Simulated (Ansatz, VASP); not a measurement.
# Al2Pt: VASP beside Ansatz

One calculation is typed for both programs; each brings its own data sets and cutoff. How far apart do they land?

Main program and level: Ansatz 0.2.0; plane waves, with VASP 6.6.1 beside it; single point at PBE.

The database entry behind the starting cell differs from later determinations by our own check (0.1 to 0.3 % short, probably kX units), so it need not match the best structure at ambient conditions.

## Step 1: The structure

Symmetry: Fm-3m, No. 225, cubic system. The conventional cell has a = 5.941 Å, b = 5.941 Å, c = 5.941 Å, α = 90.00°, β = 90.00°, γ = 90.00°. Pt has 8 Al at 2.57 Å nearest. Nearest to Al lie 4 Pt at 2.57 Å. Farther neighbours are not listed.

## Step 2: Ansatz: single point, PBE

Ansatz runs on its default PAW (the set named soft_2) files.

A single point gives forces, pressure and levels at one fixed geometry, so differences don't come from the geometry; what else differs is listed under the comparison.

input.yaml

```yaml
crystal:
  lattice:
    - [0.0, 5.9413051642, 5.9413051642]
    - [5.9413051642, 0.0, 5.9413051642]
    - [5.9413051642, 5.9413051642, 0.0]
  atoms:
    - { symbol: Pt, position: [0.0, 0.0, 0.0] }
    - { symbol: Pt, position: [0.0, 0.0, 0.5] }
    - { symbol: Pt, position: [0.0, 0.5, 0.0] }
    - { symbol: Pt, position: [0.0, 0.5, 0.5] }
    - { symbol: Pt, position: [0.5, 0.0, 0.0] }
    - { symbol: Pt, position: [0.5, 0.0, 0.5] }
    - { symbol: Pt, position: [0.5, 0.5, 0.0] }
    - { symbol: Pt, position: [0.5, 0.5, 0.5] }
    - { symbol: Al, position: [0.375, 0.375, 0.375] }
    - { symbol: Al, position: [0.375, 0.375, 0.875] }
    - { symbol: Al, position: [0.375, 0.875, 0.375] }
    - { symbol: Al, position: [0.375, 0.875, 0.875] }
    - { symbol: Al, position: [0.875, 0.375, 0.375] }
    - { symbol: Al, position: [0.875, 0.375, 0.875] }
    - { symbol: Al, position: [0.875, 0.875, 0.375] }
    - { symbol: Al, position: [0.875, 0.875, 0.875] }
    - { symbol: Al, position: [0.125, 0.125, 0.125] }
    - { symbol: Al, position: [0.125, 0.125, 0.625] }
    - { symbol: Al, position: [0.125, 0.625, 0.125] }
    - { symbol: Al, position: [0.125, 0.625, 0.625] }
    - { symbol: Al, position: [0.625, 0.125, 0.125] }
    - { symbol: Al, position: [0.625, 0.125, 0.625] }
    - { symbol: Al, position: [0.625, 0.625, 0.125] }
    - { symbol: Al, position: [0.625, 0.625, 0.625] }
hamiltonian:
  xc: pbe
  pseudopotentials: { kind: paw }
kpoints:
  mp_grid: { grid: [4, 4, 4] }
scf:
  occupations: { method: methfessel_paxton, width: 0.2 }
  n_extra_bands: 10
output:
  forces: true
  stress: true
  eigenvalues: true
  write_density: true
  write_potential: true
  elf: true
  volumetric_format: npy
```

On the command line:

```bash
ansatz run input.yaml --threads 8 --pin off --max-ram 18432MiB --backend cpu --events-out ev --progress --plain --runs-dir out
```

Numbers of over 12 decimals in the logs are rounded to 6 here.

What it wrote:

```text
scf.n_extra_bands = 10 over 96 filled bands (N_el = 192.0): the run solves 106 bands
Engine: ansatz 0.2.0, aarch64-unknown-linux-gnu
Pseudopotentials: kind: paw
Pseudopotential: Pt, paw, valence charge 18, recommended cutoff 420 eV (normal), Pt.paw.azcp
Pseudopotential: Al, paw, valence charge 3, recommended cutoff 420 eV (normal), Al.paw.azcp
Functional definition: PBE
  parameter kappa = 0.804
  parameter beta = 0.066725
  exchange = pbe_x(kappa = kappa, mu = beta*pi^2/3)
  correlation = pbe_c(beta = beta)
Crystal: 24 atoms, lattice volume = 419.446 Å³
Basis set: ecut = 420 eV, 8099 PW (Γ), exchange–correlation on 120×120×120 points (8 copies of the dense FFT grid, shifted against one another)
Bands: 106, of which v1, the nominal top of the filled ones, is band 96 counted from 1 (95 counted from 0)
Symmetry: 384 space group operations
Space group: Fm-3m (ITA 225), of the structure as read, at distance tolerance 7.5e-5 Å
k-points: 8 of 64
Non-local potential: Pt, projectors of the file, l = 0: 3, l = 1: 2, l = 2: 2, l = 3: 1
Non-local potential: Al, projectors of the file, l = 0: 2, l = 1: 2, l = 2: 1
PAW form: soft (Blöchl's): semilocal exchange-correlation on the pseudo side does not see the compensation charge
PAW one-centre angular grid: Pt, 590 points (default); XC on 64 Gauss nodes
PAW one-centre angular grid: Al, 110 points (default); XC on 64 Gauss nodes
Initial density: superposition of atomic densities (neutral atoms: chi_scale 0, normalization atom), corrected by the library's trained network
Initial wavefunctions: pseudopotential atomic-orbital guess
Functional: x = pbe(κ = 0.804, μ = 0.219515), c = pbe(β = 0.066725)
SCF iter   1: F=—  HF=-108805.234121 eV  |F-HF|=—  |Δ(HF+E_count)|=         —  Δρ=1.42e-3  dr2=7.51e-3  ethr=1.77e-3  ⟨swp⟩=6.1  Hψ=3263  notcnv=0
preconditioner: auto → Kerker (q_TF=auto, 2.395 Å⁻¹)  [metal: Δε(μ)=0.101 eV  Ē_g=5.753 eV  σ=0.200 eV  W_gap=0.40  n_scr=112 (ndim 8)  ℏωp=20.5 eV  f_vac=0.002  D(μ)=13.53/eV (n_scr^D=112)]
SCF iter   2: F=—  HF=-108805.236839 eV  |F-HF|=—  |Δ(HF+E_count)|=   2.72e-3  S|Δr|=    0.00e0  Δρ=7.49e-4  dr2=1.65e-3  ethr=3.91e-6  ⟨swp⟩=2.1  Hψ=1541  notcnv=0
SCF iter   3: F=—  HF=-108805.237596 eV  |F-HF|=—  |Δ(HF+E_count)|=   7.57e-4  S|Δr|=    0.00e0  Δρ=1.64e-4  dr2=1.39e-4  ethr=8.61e-7  ⟨swp⟩=2.2  Hψ=1239  notcnv=0
SCF iter   4: F=—  HF=-108805.237575 eV  |F-HF|=—  |Δ(HF+E_count)|=   2.17e-5  S|Δr|=    0.00e0  Δρ=5.55e-5  dr2=1.01e-5  ethr=7.25e-8  ⟨swp⟩=2.0  Hψ=1345  notcnv=0
SCF iter   5: F=—  HF=-108805.237843 eV  |F-HF|=—  |Δ(HF+E_count)|=   2.68e-4  S|Δr|=    0.00e0  Δρ=1.44e-5  dr2=9.22e-7  ethr=5.24e-9  ⟨swp⟩=2.1  Hψ=1379  notcnv=0
SCF iter   6: F=-108805.237843 eV  HF=-108805.237843 eV  |F-HF|=1.51e-8  |Δ(HF+E_count)|=   6.49e-8  S|Δr|=    0.00e0  Δρ=2.82e-6  dr2=3.70e-8  ethr=5.21e-11  ⟨swp⟩=13.5  Hψ=6196  notcnv=0
SCF 1 converged in 6 iterations: F = -108805.237843 eV  dr2 = 3.70e-8
  greatest PAW one-centre occupation: 1.000 electrons in one spin orbital (limit 2), on the Pt atom at site 7 (counted from 0), in its partial waves of l = 0
SCF converged after 6 iterations
Stability not checked: this state was not tested for a lower state beside it, because cold or Methfessel-Paxton smearing, or corrected tetrahedra, fill the levels in a way that the test cannot read (fill_not_monotonic; see scf.lower_state_search)
Free energy (F): -108805.237843 eV
Harris-Foulkes:  -108805.237843 eV  (|F-HF|=1.51e-8)
Internal energy: -108805.216295 eV  (E = F + TS)
E sigma→0 (E₀):  -108805.232456 eV
Entropy (-TS):   -0.021548 eV (-0.898 meV/atom)
Fermi energy:    11.125754 eV
--- Per-component energies (eV) ---
  E_band       = -2524.151159
  E_kinetic    = 5489.078556
  E_local      = -21744.554899  (includes V_loc(G=0)·N_el)
  E_nonlocal   = 1739.397018
  E_hartree    = 8635.718103
  E_xc         = -2744.892364
  E_vxc        = -2905.836553  (∫ρ·V_xc dr)
  E_paw        = -83109.166325  (= ΣΔE_a)
  E_vpaw       = -2373.695406  (= ΣTr[D̂ρ^β])
  E_aug_tail   = 0.001486  (compensation charges beyond the density's cutoff)
  E_ewald      = -17070.797870
  E_smearing   = -0.021548  (= −TS)
  E_closure    = 0.000000  (closes the sum)
  Σ components = -108805.237843   (vs F -108805.237843, Δ=0.00e0)
--- Forces (eV/Å), atoms counted from 1 ---
  atom   1  Pt     0.00000000    -0.00000000     0.00000000
  atom   2  Pt     0.00000000    -0.00000000     0.00000000
  atom   3  Pt     0.00000000    -0.00000000    -0.00000000
  atom   4  Pt     0.00000000    -0.00000000    -0.00000000
  atom   5  Pt     0.00000000    -0.00000000     0.00000000
  atom   6  Pt     0.00000000    -0.00000000     0.00000000
  atom   7  Pt     0.00000000    -0.00000000    -0.00000000
  atom   8  Pt     0.00000000    -0.00000000    -0.00000000
  atom   9  Al     0.00000000    -0.00000000     0.00000000
  atom  10  Al     0.00000000     0.00000000     0.00000000
  atom  11  Al     0.00000000    -0.00000000     0.00000000
  atom  12  Al     0.00000000    -0.00000000     0.00000000
  atom  13  Al     0.00000000    -0.00000000    -0.00000000
  atom  14  Al     0.00000000    -0.00000000    -0.00000000
  atom  15  Al     0.00000000    -0.00000000    -0.00000000
  atom  16  Al     0.00000000    -0.00000000    -0.00000000
  atom  17  Al     0.00000000    -0.00000000    -0.00000000
  atom  18  Al     0.00000000    -0.00000000    -0.00000000
  atom  19  Al     0.00000000    -0.00000000    -0.00000000
  atom  20  Al     0.00000000    -0.00000000    -0.00000000
  atom  21  Al     0.00000000     0.00000000    -0.00000000
  atom  22  Al     0.00000000     0.00000000    -0.00000000
  atom  23  Al     0.00000000    -0.00000000    -0.00000000
  atom  24  Al     0.00000000     0.00000000     0.00000000
  max |Σ_I F_I| component: 8.75e-17 eV/Å
--- Stress (GPa, compression-positive) ---
        0.328760      -0.000000      -0.000000
       -0.000000       0.328760      -0.000000
       -0.000000      -0.000000       0.328760
  P = ⅓ Tr σ = 0.3288 GPa (3.288 kbar)
--- Band table (eV; the first three rows and the last of 8) ---
  k-point 0: bands = [... 92 lower, 9.5831, 12.1711, 12.1711, 12.1711, 12.1711, 12.1711, 12.1711, 12.1711, ... 6 higher]
  k-point 1: bands = [... 92 lower, 10.0213, 11.4233, 11.4233, 11.4233, 11.7678, 11.7678, 11.7678, 12.5352, ... 6 higher]
  k-point 2: bands = [... 92 lower, 10.2811, 10.2811, 10.8998, 10.8998, 10.8998, 10.8998, 10.8998, 10.8998, ... 6 higher]
  k-point 7: bands = [... 92 lower, 10.9709, 10.9709, 10.9709, 10.9709, 10.9963, 10.9963, 10.9963, 10.9963, ... 6 higher]
```

Elapsed: 11 s, on 8 threads of Arm Neoverse N1, shared host; peak memory 2 GiB; 68 s of CPU time.

The run ends at a pressure of 0.33 GPa.

## Step 3: VASP: single point, PBE

The same cell, functional, mesh and smearing now go to VASP, with its own data sets and cutoff.

Lines of VASP's logs that name or quote its potential files are left out, and so is its time.

INCAR

```
SYSTEM = Al2Pt
PREC = Normal
ENCUT = 300
EDIFF = 1E-05
NELM = 120
ISMEAR = 1
SIGMA = 0.2
LREAL = Auto
ALGO = Fast
GGA = PE
NBANDS = 88
LASPH = .TRUE.
LORBIT = 11
LWAVE = .FALSE.
LCHARG = .FALSE.
KPAR = 4
```

POSCAR

```
Al2Pt
1.0
    0.0000000000      5.9413051642      5.9413051642
    5.9413051642      0.0000000000      5.9413051642
    5.9413051642      5.9413051642      0.0000000000
Pt Al
8 16
Direct
    0.0000000000      0.0000000000      0.0000000000
    0.0000000000      0.0000000000      0.5000000000
    0.0000000000      0.5000000000      0.0000000000
    0.0000000000      0.5000000000      0.5000000000
    0.5000000000      0.0000000000      0.0000000000
    0.5000000000      0.0000000000      0.5000000000
    0.5000000000      0.5000000000      0.0000000000
    0.5000000000      0.5000000000      0.5000000000
    0.3750000000      0.3750000000      0.3750000000
    0.3750000000      0.3750000000      0.8750000000
    0.3750000000      0.8750000000      0.3750000000
    0.3750000000      0.8750000000      0.8750000000
    0.8750000000      0.3750000000      0.3750000000
    0.8750000000      0.3750000000      0.8750000000
    0.8750000000      0.8750000000      0.3750000000
    0.8750000000      0.8750000000      0.8750000000
    0.1250000000      0.1250000000      0.1250000000
    0.1250000000      0.1250000000      0.6250000000
    0.1250000000      0.6250000000      0.1250000000
    0.1250000000      0.6250000000      0.6250000000
    0.6250000000      0.1250000000      0.1250000000
    0.6250000000      0.1250000000      0.6250000000
    0.6250000000      0.6250000000      0.1250000000
    0.6250000000      0.6250000000      0.6250000000
```

KPOINTS

```
Automatic mesh
0
Gamma
4 4 4
0 0 0
```

PAW data sets: Pt and Al (PBE family, release 64).

On the command line:

```bash
mpirun -np 4 vasp_std
```

What it wrote:

```text
[banner, memory and clock lines left out]
running    4 mpi-ranks, on    1 nodes
 distrk:  each k-point on    1 cores,    4 groups
 distr:  one band on    1 cores,    1 groups

 POSCAR found type information on POSCAR PtAl
 POSCAR found :  2 types and      24 ions
 LDA part: xc-table for (Slater+PW92), standard interpolation
 POSCAR, INCAR and KPOINTS ok, starting setup
 FFT: planning ... GRIDC
 FFT: planning ... GRID_SOFT
 FFT: planning ... GRID
 WAVECAR not read
 entering main loop
       N       E                     dE             d eps       ncg     rms          rms(c)
DAV:   1     0.338285179125E+03    0.33829E+03   -0.38069E+04  1408   0.803E+02
DAV:   2    -0.112202205775E+03   -0.45049E+03   -0.41608E+03  1672   0.178E+02
DAV:   3    -0.134039564019E+03   -0.21837E+02   -0.21317E+02  1672   0.360E+01
DAV:   4    -0.134340555800E+03   -0.30099E+00   -0.30005E+00  1616   0.477E+00
DAV:   5    -0.134345970992E+03   -0.54152E-02   -0.54130E-02  1648   0.651E-01    0.235E+01
RMM:   6    -0.130667505808E+03    0.36785E+01   -0.19891E+01  1424   0.124E+01    0.614E+00
RMM:   7    -0.130123271701E+03    0.54423E+00   -0.12762E+00  1484   0.304E+00    0.410E+00
RMM:   8    -0.129947276962E+03    0.17599E+00   -0.33002E-01  1523   0.166E+00    0.744E-01
RMM:   9    -0.129944488797E+03    0.27882E-02   -0.77087E-02  1588   0.728E-01    0.498E-01
RMM:  10    -0.129946909252E+03   -0.24205E-02   -0.15132E-02  1568   0.336E-01    0.280E-01
RMM:  11    -0.129947091924E+03   -0.18267E-03   -0.75829E-03  1566   0.234E-01    0.629E-02
RMM:  12    -0.129947055179E+03    0.36745E-04   -0.13895E-03  1644   0.980E-02    0.597E-02
RMM:  13    -0.129947085728E+03   -0.30549E-04   -0.28303E-04  1589   0.418E-02    0.404E-02
RMM:  14    -0.129947061340E+03    0.24388E-04   -0.14453E-04  1566   0.330E-02    0.713E-03
RMM:  15    -0.129947065337E+03   -0.39968E-05   -0.22415E-05  1116   0.122E-02
   1 F= -.12994707E+03 E0= -.12993975E+03  d E =-.219446E-01
```

OUTCAR, selected parts (step 3):

```text
ion  position               nearest neighbor table
   1  0.000  0.000  0.000-  16 2.57  17 2.57  15 2.57  12 2.57  14 2.57  18 2.57  19 2.57  21 2.57

  LATTYP: Found a face centered cubic cell.
 ALAT       =    11.8826103284

 Subroutine GETGRP returns: Found 48 space group operations
 (whereof 48 operations were pure point group operations)

The static configuration has the point symmetry O_h .

 Found      8 irreducible k-points:

   k-points           NKPTS =      8   k-points in BZ     NKDIM =      8   number of bands    NBANDS=     88

   dimension x,y,z NGX =    36 NGY =   36 NGZ =   36
   dimension x,y,z NGXF=    72 NGYF=   72 NGZF=   72

   ENCUT  =  300.0 eV  22.05 Ry    4.70 a.u.  11.87 11.87 11.87*2*pi/ulx,y,z

   NELECT =     128.0000    total number of electrons

 k-points in reciprocal lattice and weights: Automatic mesh
   0.00000000  0.00000000  0.00000000       0.016
   0.25000000  0.00000000  0.00000000       0.125
   0.50000000  0.00000000  0.00000000       0.062
   0.25000000  0.25000000  0.00000000       0.094
   0.50000000  0.25000000  0.00000000       0.375
  -0.25000000  0.25000000  0.00000000       0.188
   0.50000000  0.50000000  0.00000000       0.047
  -0.25000000  0.50000000  0.25000000       0.094

 average (electrostatic) potential at core
       1 -66.7598       2 -66.7598       3 -66.7598       4 -66.7598       5 -66.7598
       6 -66.7598       7 -66.7598       8 -66.7598       9 -72.6395      10 -72.6395
      11 -72.6395      12 -72.6395      13 -72.6395      14 -72.6395      15 -72.6395
      16 -72.6395      17 -72.6395      18 -72.6395      19 -72.6395      20 -72.6395
      21 -72.6395      22 -72.6395      23 -72.6395      24 -72.6395

 E-fermi :   7.6854

 k-point     1 :       0.0000    0.0000    0.0000
  band No.  band energies     occupation
    ...
     57       6.1389      2.00000
     58       6.1389      2.00000
     59       6.1389      2.00000
     60       6.1389      2.00000
     61       6.1389      2.00000
     62       8.7308     -0.00000
     63       8.7308     -0.00000
     64       8.7309     -0.00000
     65       8.7309     -0.00000
     66       8.7309     -0.00000
    ...

 k-point     2 :       0.2500    0.0000    0.0000
  band No.  band energies     occupation
    ...
     57       6.2277      2.00000
     58       6.2277      2.00000
     59       6.5785      2.00000
     60       6.5785      2.00000
     61       6.5785      2.00000
     62       7.9826     -0.05654
     63       7.9826     -0.05654
     64       7.9826     -0.05654
     65       8.3272     -0.00006
     66       8.3272     -0.00006
    ...

 k-point     3 :       0.5000    0.0000    0.0000
  band No.  band energies     occupation
    ...
     64       7.4583      2.06814
     65       7.4584      2.06813
     66       7.4584      2.06813
     67       7.4584      2.06813
     68       7.4584      2.06813
     69       9.9733     -0.00000
     70       9.9733     -0.00000
     71       9.9733     -0.00000
     72       9.9733     -0.00000
     73      10.9883     -0.00000
    ...

  Total        0.8854484      0.8854484      0.8854484      0.0000000     -0.0000000      0.0000000
  in kB        3.3821919      3.3821919      3.3821919      0.0000000     -0.0000000      0.0000000
  external PRESSURE =       3.3821919 kB  Pullay stress =       0.0000000 kB

  energy-cutoff  :      300.00
  volume of cell :      419.45
      direct lattice vectors                 reciprocal lattice vectors
     0.000000000  5.941305164  5.941305164    -0.084156593  0.084156593  0.084156593
     5.941305164  0.000000000  5.941305164     0.084156593 -0.084156593  0.084156593
     5.941305164  5.941305164  0.000000000     0.084156593  0.084156593 -0.084156593

 POSITION                                       TOTAL-FORCE (eV/Angst)
 -----------------------------------------------------------------------------------
      0.00000      0.00000      0.00000         0.000000      0.000000      0.000000
      2.97065      2.97065      0.00000         0.000000      0.000000      0.000000
      2.97065      0.00000      2.97065         0.000000      0.000000      0.000000
      5.94131      2.97065      2.97065         0.000000      0.000000      0.000000
      0.00000      2.97065      2.97065         0.000000      0.000000      0.000000
      2.97065      5.94131      2.97065         0.000000      0.000000      0.000000
      2.97065      2.97065      5.94131         0.000000      0.000000      0.000000
      5.94131      5.94131      5.94131         0.000000      0.000000      0.000000
      4.45598      4.45598      4.45598        -0.000000     -0.000000      0.000000
      7.42663      7.42663      4.45598        -0.000000     -0.000000      0.000000
      7.42663      4.45598      7.42663        -0.000000     -0.000000      0.000000
     10.39728      7.42663      7.42663        -0.000000     -0.000000      0.000000
      4.45598      7.42663      7.42663        -0.000000     -0.000000      0.000000
      7.42663     10.39728      7.42663        -0.000000     -0.000000      0.000000
      7.42663      7.42663     10.39728        -0.000000     -0.000000      0.000000
     10.39728     10.39728     10.39728        -0.000000     -0.000000      0.000000
      1.48533      1.48533      1.48533         0.000000      0.000000     -0.000000
      4.45598      4.45598      1.48533         0.000000      0.000000     -0.000000
      4.45598      1.48533      4.45598         0.000000      0.000000     -0.000000
      7.42663      4.45598      4.45598         0.000000      0.000000     -0.000000
      1.48533      4.45598      4.45598         0.000000      0.000000     -0.000000
      4.45598      7.42663      4.45598         0.000000      0.000000     -0.000000
      4.45598      4.45598      7.42663         0.000000      0.000000     -0.000000
      7.42663      7.42663      7.42663         0.000000      0.000000     -0.000000
 -----------------------------------------------------------------------------------
    total drift:                                0.000000      0.000000      0.000000

  FREE ENERGIE OF THE ION-ELECTRON SYSTEM (eV)
  ---------------------------------------------------
  free  energy   TOTEN  =      -129.9470653369 eV

  energy  without entropy=     -129.9251207405  energy(sigma->0) =     -129.93975047

 total charge
# of ion       s       p       d       tot
------------------------------------------
    1        0.826   0.706   8.147   9.678
    2        0.826   0.706   8.147   9.678
    3        0.826   0.706   8.147   9.678
    4        0.826   0.706   8.147   9.678
    5        0.826   0.706   8.147   9.678
    6        0.826   0.706   8.147   9.678
    7        0.826   0.706   8.147   9.678
    8        0.826   0.706   8.147   9.678
    9        0.401   0.360   0.000   0.761
   10        0.401   0.360   0.000   0.761
   11        0.401   0.360   0.000   0.761
   12        0.401   0.360   0.000   0.761
   13        0.401   0.360   0.000   0.761
   14        0.401   0.360   0.000   0.761
   15        0.401   0.360   0.000   0.761
   16        0.401   0.360   0.000   0.761
   17        0.401   0.360   0.000   0.761
   18        0.401   0.360   0.000   0.761
   19        0.401   0.360   0.000   0.761
   20        0.401   0.360   0.000   0.761
   21        0.401   0.360   0.000   0.761
   22        0.401   0.360   0.000   0.761
   23        0.401   0.360   0.000   0.761
   24        0.401   0.360   0.000   0.761
--------------------------------------------------
tot         13.025  11.405  65.174  89.604

[... 3 further parts left out ...]
```

The run ends at a pressure of 0.34 GPa.

## Step 4: Comparison

Known differences besides the potentials themselves: the data sets hold 192 valence electrons in Ansatz (default PAW (the set named soft_2) files) and 128 in VASP; the cutoff is 420 eV in Ansatz and 300 eV in VASP (PREC = Normal, projectors in real space). Total energies have different zeros and are not compared.

Both answers:

```tsv
quantity	Ansatz	VASP	difference
pressure (GPa)	0.33	0.34	-0.01
pressure without Ansatz's Pulay correction (GPa)	0.27	0.34	-0.07
```

Ansatz's pressure holds a Pulay correction of 0.06 GPa; VASP's holds none.

## Step 5: Summary of results

```yaml
difference_in_pressure_single_point_pbe: -0.0095 GPa
```

The difference in pressure is -0.0095 GPa (single point, PBE), within the 1 GPa picked in this series as the mark of a large difference. Such differences can come from data sets, numerical settings and the points named under the comparisons, not from the functional's error against experiment.

[Lines on the potential files, build, host, timing and source positions are cut from VASP's logs without a mark.]

[Logs are printed without paths, hosts, clocks, repeated set-up lines and the standing remarks that a program may print on its own settings, such as how far it seeks lower states.]

[Hosts, paths, dates, database ids (printed as entryN), source tags and the programs' standing remarks are cut or masked in the printed files.]
